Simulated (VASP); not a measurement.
Br, 12 atoms in the cell. Symmetry: R-3m, No. 166, trigonal system. The conventional cell has a = 7.931 Å, b = 7.931 Å, c = 26.102 Å, α = 90.00°, β = 90.00°, γ = 120.00°. Around Br (site symmetry m) lie 1 Br at 2.32 Å. Around Br (site symmetry m) lie 5 Br at 2.88 to 3.19 Å. The cell was built by a generator and needn't be a form met in nature.

| Item | Value |
| --- | --- |
| Program | VASP 6.6.1 |
| Task | single point |
| Functional | r2SCAN |
| Potentials or basis | VASP PAW PBE potentials, release 64 (Br) |
| Cutoff | 520 eV |
| k mesh | 3 × 3 × 3 |
| Occupations | gaussian, width 0.1 eV |
| Spin | no spin polarisation |
| Dipole correction | no |
| Further INCAR settings | ALGO = Normal; EDIFF = 1e-06; NBANDS = 54 |

Potentials or basis: VASP PAW PBE potentials, release 64 (Br).

Run with:

```console
$ cat potpaw_PBE.64/Br/POTCAR > POTCAR
$ cp INCAR.step1 INCAR
$ mpirun -np 1 vasp_std > vasp.out
$ cp INCAR.step2 INCAR
$ mpirun -np 1 vasp_std > vasp.out
```

Hardware: 1 thread of Intel(R) Xeon(R) Platinum 8488C (Sapphire Rapids) (shared host).

Question: How long does it take, and how much memory?

Answer: It took 16 min on 1 thread of Intel(R) Xeon(R) Platinum 8488C (Sapphire Rapids), on a shared host, peak memory 1.1 GiB. Counts: scf iterations 11, k points 6.
